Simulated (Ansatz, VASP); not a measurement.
## SiC (Moissanite 3C) in VASP and in Ansatz

```
CELL_PARAMETERS angstrom
0.00000 2.17900 2.17900
2.17900 0.00000 2.17900
2.17900 2.17900 0.00000
ATOMIC_POSITIONS crystal
Si 0.00000 0.00000 0.00000
C 0.75000 0.75000 0.75000
```

Alike in both runs: task band structure; functional HSE03; k mesh 5 × 5 × 5; occupations fermi-dirac, width 0.05 eV; no spin polarisation.

```csv
,VASP,Ansatz
version,VASP 6.6.1,Ansatz 0.2.0
potentials or method,"VASP PAW PBE potentials, release 64 (Si, C)",Ansatz PAW
plane-wave cutoff (eV),520,420
valence electrons in the cell,8,8
```

VASP gave:

| Quantity | Value |
| --- | --- |
| gap on the k mesh at the Fermi level (eV) | 2.53 |
| least direct gap on the mesh (eV) | 5.77 |
| gap along the band path (eV) | 2.03 |
| pressure (GPa) | -1.3 |

Problem. Which values does Ansatz return?

Solution. gap on the k mesh at the Fermi level (eV): 2.52; least direct gap on the mesh (eV): 5.76; gap along the band path (eV): 2.02; pressure (GPa): -1.0.

With one functional, cell and mesh, what is left measures potentials, basis and numerics.

Caveats: the k mesh is coarse (spacing up to 0.50 Å⁻¹), so the values aren't converged, least of all with exact exchange; the PAW data sets were made with another functional, which shifts forces and pressure a little (VASP); the PAW data sets come from PBE, with cores solved anew for the run's functional, which leaves a small shift of forces and pressure (Ansatz); the thresholds are loose for stress (Ansatz).
